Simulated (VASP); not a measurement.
# MgSe (Fm-3m) in VASP: notebook

The runs below take MgSe through single point, with PBE, PBEsol.

Everything below comes from runs of VASP 6.6.1. Logs are shortened: lines on timing, memory, paths and dates and some standing lists are left out, and cuts for length are marked.

### Step 1. The structure

Symmetry: Fm-3m, No. 225, cubic system. Conventional cell: a = 5.451 Å, b = 5.451 Å, c = 5.451 Å, α = 90.00°, β = 90.00°, γ = 90.00°. Se (site symmetry m-3m) is surrounded by 6 Mg at 2.73 Å. Mg (site symmetry m-3m) has 6 Se at 2.73 Å as nearest neighbours.

### Step 2. Single point, PBE

Input file INCAR:

```
SYSTEM = MgSe
PREC     = Accurate       ! precision mode
ENCUT    = 520            ! plane-wave cutoff, eV
EDIFF    = 1E-7           ! SCF threshold, eV
ISMEAR   = -1             ! smearing method
SIGMA    = 0.02           ! smearing width, eV
LREAL    = .FALSE.        ! projectors in reciprocal space
LASPH    = .TRUE.         ! aspherical terms in the spheres
NELM     = 100            ! most SCF steps
ALGO     = Normal         ! electronic algorithm
ISIF     = 2              ! what is computed and relaxed
LWAVE    = .FALSE.        ! write WAVECAR
LCHARG   = .FALSE.        ! write CHGCAR
GGA      = PE             ! functional
NBANDS   = 11             ! bands
```

Input file KPOINTS:

```
regular mesh
0
G
  5 5 5
  0 0 0
```

Input file POSCAR:

```
MgSe
1.0
    0.0000000000      2.7255000000      2.7255000000
    2.7255000000      0.0000000000      2.7255000000
    2.7255000000      2.7255000000      0.0000000000
Se Mg
1 1
Direct
    0.5000000000      0.5000000000      0.5000000000
    0.0000000000      0.0000000000      0.0000000000
```

Potentials or basis: VASP PAW PBE potentials, release 64 (Se, Mg).

The run is started by

```bash
cat potpaw_PBE.64/Se/POTCAR potpaw_PBE.64/Mg/POTCAR > POTCAR
mpirun -np 1 vasp_std > vasp.out
```

OUTCAR:

```text
SYSTEM = MgSe
   PREC = Accurate
   ENCUT = 520
   EDIFF = 1E-7
   ISMEAR = -1
   LREAL = .FALSE.
   LASPH = .TRUE.
   NELM = 100
   ISIF = 2
   GGA = PE

 ion  position               nearest neighbor table
   1  0.500  0.500  0.500-   2 2.73   2 2.73   2 2.73   2 2.73   2 2.73   2 2.73
   2  0.000  0.000  0.000-   1 2.73   1 2.73   1 2.73   1 2.73   1 2.73   1 2.73

  LATTYP: Found a face centered cubic cell.
 ALAT       =     5.4510000000

  Lattice vectors:

 A1 = (   0.0000000000,   2.7255000000,   2.7255000000)
 A2 = (   2.7255000000,   0.0000000000,   2.7255000000)
 A3 = (   2.7255000000,   2.7255000000,   0.0000000000)

Analysis of symmetry for initial positions (statically):
=====================================================================
 Subroutine PRICEL returns:
 Original cell was already a primitive cell.

 Routine SETGRP: Setting up the symmetry group for a
 face centered cubic supercell.

 Subroutine GETGRP returns: Found 48 space group operations
 (whereof 48 operations were pure point group operations)
 out of a pool of 48 trial point group operations.

The static configuration has the point symmetry O_h .

Analysis of symmetry for dynamics (positions and initial velocities):
=====================================================================
 Subroutine PRICEL returns:
 Original cell was already a primitive cell.

 Routine SETGRP: Setting up the symmetry group for a
 face centered cubic supercell.

 Subroutine GETGRP returns: Found 48 space group operations
 (whereof 48 operations were pure point group operations)
 out of a pool of 48 trial point group operations.

The dynamic configuration has the point symmetry O_h .

 Subroutine INISYM returns: Found 48 space group operations
 (whereof 48 operations are pure point group operations),
 and found     1 'primitive' translations

----------------------------------------------------------------------------------------

                                     Primitive cell

  volume of cell :      40.4919

  direct lattice vectors                    reciprocal lattice vectors
     0.000000000  2.725500000  2.725500000    -0.183452578  0.183452578  0.183452578
     2.725500000  0.000000000  2.725500000     0.183452578 -0.183452578  0.183452578
     2.725500000  2.725500000  0.000000000     0.183452578  0.183452578 -0.183452578

  length of vectors
     3.854439064  3.854439064  3.854439064     0.317749185  0.317749185  0.317749185

  position of ions in fractional coordinates (direct lattice)
     0.500000000  0.500000000  0.500000000
     0.000000000  0.000000000  0.000000000

  ion indices of the primitive-cell ions
   primitive index   ion index
                 1           1
                 2           2

----------------------------------------------------------------------------------------

 KPOINTS: regular mesh

Automatic generation of k-mesh.
 Grid dimensions read from file:
 generate k-points for:    5    5    5

 Generating k-lattice:

  Cartesian coordinates                     Fractional coordinates (reciprocal lattice)
    -0.036690516  0.036690516  0.036690516     0.200000000  0.000000000  0.000000000
     0.036690516 -0.036690516  0.036690516     0.000000000  0.200000000  0.000000000
     0.036690516  0.036690516 -0.036690516     0.000000000  0.000000000  0.200000000

  Length of vectors
     0.063549837  0.063549837  0.063549837

  Shift w.r.t. Gamma in fractional coordinates (k-lattice)
     0.000000000  0.000000000  0.000000000

 Subroutine IBZKPT returns following result:
 ===========================================

 Found     10 irreducible k-points:

 Following reciprocal coordinates:
            Coordinates               Weight
  0.000000  0.000000  0.000000      1.000000
  0.200000  0.000000  0.000000      8.000000
  0.400000  0.000000  0.000000      8.000000
  0.200000  0.200000  0.000000      6.000000
  0.400000  0.200000  0.000000     24.000000
 -0.400000  0.200000  0.000000     24.000000
 -0.200000  0.200000  0.000000     12.000000
  0.400000  0.400000  0.000000      6.000000
 -0.400000  0.400000  0.000000     12.000000
 -0.400000  0.400000  0.200000     24.000000
   k-points           NKPTS =     10   k-points in BZ     NKDIM =     10   number of bands    NBANDS=     11
   number of dos      NEDOS =    301   number of ions     NIONS =      2
   total plane-waves  NPLWV =  27000
   dimension x,y,z NGX =    30 NGY =   30 NGZ =   30
   dimension x,y,z NGXF=    60 NGYF=   60 NGZF=   60
   ions per type =               1   1
   NGX,Y,Z   is equivalent  to a cutoff of  12.94, 12.94, 12.94 a.u.
   NGXF,Y,Z  is equivalent  to a cutoff of  25.88, 25.88, 25.88 a.u.
 SYSTEM =  MgSe
   PREC   = accura    normal or accurate (medium, high low for compatibility)
   ISTART =      0    job   : 0-new  1-cont  2-samecut
   ICHARG =      2    charge: 1-file 2-atom 10-const
   ISPIN  =      1    spin polarized calculation?
   LNONCOLLINEAR =      F non collinear calculations
   LSORBIT =      F    spin-orbit coupling
   LASPH  =      T    aspherical Exc in radial PAW
   ENCUT  =  520.0 eV  38.22 Ry    6.18 a.u.   7.17  7.17  7.17*2*pi/ulx,y,z
   NELM   =    100;   NELMIN=  2; NELMDL= -5     # of ELM steps
   EDIFF  = 0.1E-06   stopping-criterion for ELM
   LREAL  =      F    real-space projection
   EDIFFG = 0.1E-05   stopping-criterion for IOM
   NSW    =      0    number of steps for IOM
   IBRION =     -1    ionic relax: 0-MD 1-quasi-New 2-CG
   NFREE  =      0    steps in history (QN), initial steepest desc. (CG)
   ISIF   =      2    stress and relaxation
   ISYM   =      2    0-nonsym 1-usesym 2-fastsym
   POTIM  = 0.5000    time-step for ionic-motion
   TEBEG  =    0.0;   TEEND  =   0.0 temperature during run
   PSTRESS=    0.0 pullay stress
   NELECT =       8.0000    total number of electrons
   NUPDOWN=      -1.0000    fix difference up-down
   EMIN   =  10.00;   EMAX   =-10.00  energy-range for DOS
   EFERMI =   0.00;   METHOD = LEGACY
   ISMEAR =    -1;   SIGMA  =   0.02  broadening in eV -4-tet -1-fermi 0-gaus
   EFERMI_NEDOS =   21; number of points for ismear=-14 and -15
   IALGO  =     38    algorithm
   IMIX   =      4    mixing-type and parameters
     AMIX     =   0.40;   BMIX     =  1.00
     AMIX_MAG =   1.60;   BMIX_MAG =  1.00
  volume/ion in A,a.u.               =      20.25       136.63
  Fermi-wavevector in a.u.,A,eV,Ry     =   0.953488  1.801831 12.369596  0.909140
  Thomas-Fermi vector in A             =   2.082148
   LORBIT       =      0    0 simple, 1 ext, 2 COOP (PROOUT), +10 PAW based schemes
   GGA     = PE    functional components
   LHFCALC =     F    Hartree Fock is set to
   AEXX    =    0.0000 exact exchange contribution
   IVDW    =     0    specifies the selected vdW correction
   LEPSILON=     F    determine dielectric tensor
   LRPA    =     F    only Hartree local field effects (RPA)
 non-spin polarized calculation
  energy-cutoff  :      520.00
  volume of cell :       40.49
 maximum number of plane-waves:      1103
 NGX is ok and might be reduce to    30
   NGX = 15   NGY = 15   NGZ = 15

 number of electron       8.0000001 magnetization

 Free energy of the ion-electron system (eV)
  ---------------------------------------------------
  ext. energy  EPLUGINS =         0.00000000
  ---------------------------------------------------
  free energy    TOTEN  =        -7.46526044 eV

  energy without entropy =       -7.46526044  energy(sigma->0) =       -7.46526044

 E-fermi :   3.7388     XC(G=0):  -9.4861

 val. band max:        3.2395601637   @ k =   0.0000   0.0000   0.0000
 cond. band min:       5.4416777823   @ k =   0.4000   0.4000   0.0000
 fundamental gap:      2.2021176186
 Fermi energy:         3.7388446895

 k-point     1 :       0.0000    0.0000    0.0000
  band No.  band energies     occupation
      1      -9.7038      2.00000
      2       3.2396      2.00000
      3       3.2396      2.00000
      4       3.2396      2.00000
      5       5.8321      0.00000
      6      10.6435      0.00000
      7      10.6435      0.00000
      8      10.6435      0.00000
      9      13.2022      0.00000
     10      13.2022      0.00000
     11      14.2117      0.00000

 k-point     2 :       0.2000    0.0000    0.0000
  band No.  band energies     occupation
      1      -9.3768      2.00000
      2       0.9201      2.00000
      3       3.0113      2.00000
      4       3.0113      2.00000
      5       7.2894      0.00000
      6      10.5420      0.00000
      7      10.6474      0.00000
      8      10.6474      0.00000
      9      12.3040      0.00000
     10      12.3040      0.00000
     11      13.5224      0.00000

 k-point     3 :       0.4000    0.0000    0.0000
  band No.  band energies     occupation
      1      -8.7175      2.00000
      2      -1.3647      2.00000
      3       2.7029      2.00000
      4       2.7029      2.00000
      5       7.1345      0.00000
      6       9.4926      0.00000
      7       9.4926      0.00000
      8      11.9282      0.00000
      9      13.8619      0.00000
     10      15.2105      0.00000
     11      15.2105      0.00000

 k-point     4 :       0.2000    0.2000    0.0000
  band No.  band energies     occupation
      1      -9.2716      2.00000
      2       1.0813      2.00000
      3       2.4751      2.00000
      4       2.4751      2.00000
      5       7.7962      0.00000
      6       8.8296      0.00000
      7      10.0641      0.00000
      8      12.1906      0.00000
      9      12.1906      0.00000
     10      13.8550      0.00000
     11      15.8209      0.00000

 k-point     5 :       0.4000    0.2000    0.0000
  band No.  band energies     occupation
      1      -8.7153      2.00000
      2      -0.6018      2.00000
      3       1.7181      2.00000
      4       2.1203      2.00000
      5       7.2403      0.00000
      6       9.1899      0.00000
      7      10.5224      0.00000
      8      11.3999      0.00000
      9      14.1889      0.00000
     10      16.1248      0.00000
     11      16.2909      0.00000

 k-point     6 :      -0.4000    0.2000    0.0000
  band No.  band energies     occupation
      1      -8.4467      2.00000
      2      -1.2366      2.00000
      3       1.0204      2.00000
      4       2.3348      2.00000
      5       7.5074      0.00000
      6       9.4443      0.00000
      7      10.3538      0.00000
      8      12.6039      0.00000
      9      14.3696      0.00000
     10      15.0614      0.00000
     11      15.6742      0.00000

 k-point     7 :      -0.2000    0.2000    0.0000
  band No.  band energies     occupation
      1      -8.9278      2.00000
      2      -0.1812      2.00000
      3       1.4936      2.00000
      4       2.8981      2.00000
      5       8.6129      0.00000
      6       9.5819      0.00000
      7      10.1969      0.00000
      8      10.2400      0.00000
      9      12.2010      0.00000
     10      15.7388      0.00000
     11      15.9641      0.00000

 k-point     8 :       0.4000    0.4000    0.0000
  band No.  band energies     occupation
      1      -8.4276      2.00000
      2      -0.7610      2.00000
      3       1.5785      2.00000
      4       1.5785      2.00000
      5       5.4417      0.00000
      6       7.3795      0.00000
      7      13.7486      0.00000
      8      14.7375      0.00000
      9      14.7375      0.00000
     10      15.4335      0.00000
     11      20.0108      0.00000

 k-point     9 :      -0.4000    0.4000    0.0000
  band No.  band energies     occupation
      1      -8.2491      2.00000
      2      -0.7161      2.00000
      3       0.2546      2.00000
      4       1.6786      2.00000
      5       5.9731      0.00000
      6       8.7670      0.00000
      7      12.7518      0.00000
      8      13.6139      0.00000
      9      14.0893      0.00000
     10      16.7663      0.00000
     11      19.1165      0.00000

 k-point    10 :      -0.4000    0.4000    0.2000
  band No.  band energies     occupation
      1      -8.3312      2.00000
      2      -0.6231      2.00000
      3       0.4374      2.00000
      4       1.3353      2.00000
      5       7.5764      0.00000
      6       9.8359      0.00000
      7       9.8935      0.00000
      8      12.6324      0.00000
      9      15.1960      0.00000
     10      15.5104      0.00000
     11      18.8348      0.00000

------------------------ aborting loop because EDIFF is reached ----------------------------------------

  FORCE on cell =-STRESS in cart. coord.  units (eV):
  Direction    XX          YY          ZZ          XY          YZ          ZX
  --------------------------------------------------------------------------------------
  -------------------------------------------------------------------------------------
  Total        0.5116522      0.5116522      0.5116522      0.0000000      0.0000000      0.0000000
  in kB       20.2449582     20.2449582     20.2449582      0.0000000      0.0000000      0.0000000
  external PRESSURE =      20.2449582 kB  Pullay stress =       0.0000000 kB

 VOLUME and BASIS-vectors are now :
 -----------------------------------------------------------------------------
  energy-cutoff  :      520.00
  volume of cell :       40.49
      direct lattice vectors                 reciprocal lattice vectors
     0.000000000  2.725500000  2.725500000    -0.183452578  0.183452578  0.183452578
     2.725500000  0.000000000  2.725500000     0.183452578 -0.183452578  0.183452578
     2.725500000  2.725500000  0.000000000     0.183452578  0.183452578 -0.183452578

 POSITION                                       TOTAL-FORCE (eV/Angst)
 -----------------------------------------------------------------------------------
      2.72550      2.72550      2.72550        -0.000000     -0.000000      0.000000
      0.00000      0.00000      0.00000         0.000000      0.000000     -0.000000
 -----------------------------------------------------------------------------------
    total drift:                               -0.000000     -0.000000      0.000000

  FREE ENERGIE OF THE ION-ELECTRON SYSTEM (eV)
  ---------------------------------------------------
  free  energy   TOTEN  =        -7.4652604440 eV

  energy  without entropy=       -7.4652604440  energy(sigma->0) =       -7.46526044
```

Wall time 3.9 s (1 thread of Intel Xeon 6975P-C (Granite Rapids), shared host); peak memory 0.16 GiB.

What came out:

```yaml
Free_energy: -7.4653 eV
Pressure: 2.0 GPa
Band_gap_on_the_k_mesh: 2.20 eV, indirect (least direct gap 2.59 eV)
```

Levels at points of the mesh, in eV from the valence-band top:
```
           k point  band 1  band 2  band 3  band 4  band 5  band 6  band 7  band 8  band 9
(0.00, 0.00, 0.00)  -12.94    0.00    0.00    0.00    2.59    7.40    7.40    7.40    9.96
```

Caveat: an odd mesh through Γ misses points on the zone boundary, where band edges often lie.

### Step 3. Single point, PBEsol, non-collinear spin, zero start, spin-orbit coupling (volume scaled by 0.8)

Input file INCAR:

```
PREC     = Accurate       # precision mode
ENCUT    = 520            # plane-wave cutoff, eV
EDIFF    = 1E-7           # SCF threshold, eV
ISMEAR   = 0              # smearing method
SIGMA    = 0.01           # smearing width, eV
LREAL    = F              # projectors in reciprocal space
LASPH    = T              # aspherical terms in the spheres
NELM     = 150            # most SCF steps
ALGO     = Normal         # electronic algorithm
ISIF     = 2              # what is computed and relaxed
LWAVE    = F              # write WAVECAR
LCHARG   = F              # write CHGCAR
LNONCOLLINEAR= T              # non-collinear magnetism
MAGMOM   = 0 0 0 0 0 0    # initial moments
LORBIT   = 11             # projections on sites
LSORBIT  = T              # spin-orbit coupling
GGA_COMPAT= F            
LORBMOM  = T            
GGA      = PS             # functional
NBANDS   = 20             # bands
```

Input file KPOINTS:

```
regular mesh
0
Gamma
  8 8 8
```

Input file POSCAR:

```
MgSe
1.0
    0.0000000000      2.5301300732      2.5301300732
    2.5301300732      0.0000000000      2.5301300732
    2.5301300732      2.5301300732      0.0000000000
Se Mg
1 1
Direct
    0.5000000000      0.5000000000      0.5000000000
    0.0000000000      0.0000000000      0.0000000000
```

Potentials or basis: VASP PAW PBE potentials, release 64 (Se, Mg).

The run is started by

```bash
cat potpaw_PBE.64/Se/POTCAR potpaw_PBE.64/Mg/POTCAR > POTCAR
mpirun -np 1 vasp_ncl > vasp.out
```

It took 29 s on 1 thread of AMD EPYC 9R45 (Zen 5), shared host; peak memory 0.22 GiB.

The run converged. Its results:

```yaml
Free_energy: -7.6469 eV
Pressure: 22.9 GPa
Net_moment: 0.00 μB per cell
Valence_electrons_inside_the_program's_atomic_spheres: Se 4.10; Mg 0.40
```

Moments on the atoms (μB; x, y, z):
```
Se  0.00 0.00 0.00
Mg  0.00 0.00 0.00
```

Caveat: so large a pressure means that the cell lies far from this level's equilibrium, or that cutoff or potentials fall short; the potentials were made for another functional, which shifts forces and pressure.
